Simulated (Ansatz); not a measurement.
BP: levels along high-symmetry lines

```
B P
1.0
     0.00000    2.15980    2.15980
     2.15980    0.00000    2.15980
     2.15980    2.15980    0.00000
B P
1 1
Direct
  0.00000 0.00000 0.00000
  0.50000 0.50000 0.50000
```

Atom numbers follow the list: B1, P2.

The structure comes from a relaxation in the same program, started in the rocksalt type, and has space group Fm-3m. Whether it is a known phase or the ground state wasn't checked.

All numbers below come from Ansatz 0.2.0, DFT, PBE, all-electron LAPW, scalar-relativistic.

The runs use a Γ-centred 16×16×16 k mesh, Fermi–Dirac smearing of 0.05 eV, basis error target 0.5 meV/atom, no spin polarisation.

Points in fractions of the reciprocal vectors of this cell: Γ (0, 0, 0), X (0.5, 0, 0.5), U (0.625, 0.25, 0.625), K (0.375, 0.375, 0.75), L (0.5, 0.5, 0.5), W (0.5, 0.25, 0.75). The path joins them by straight lines in the order Γ–X–U–K–Γ–L–W–X; legs that retrace an earlier one aren't tabulated. Energies are in eV from the Fermi level.

**Question.** List the levels at X between -20 and 5 eV.

**Answer.** -10.59, -9.00, -4.23 (×2), -2.80, 2.62.

**Question.** List the levels at L between -20 and 5 eV.

**Answer.** -12.44, -10.60, 0.66 (×2), 1.18 (×2).

**Question.** List the levels at U between -20 and 5 eV.

**Answer.** -10.32, -8.18, -8.14, -3.33, -0.36.

**Question.** What is the band gap?

**Answer.** none: bands cross the Fermi level, a metal.
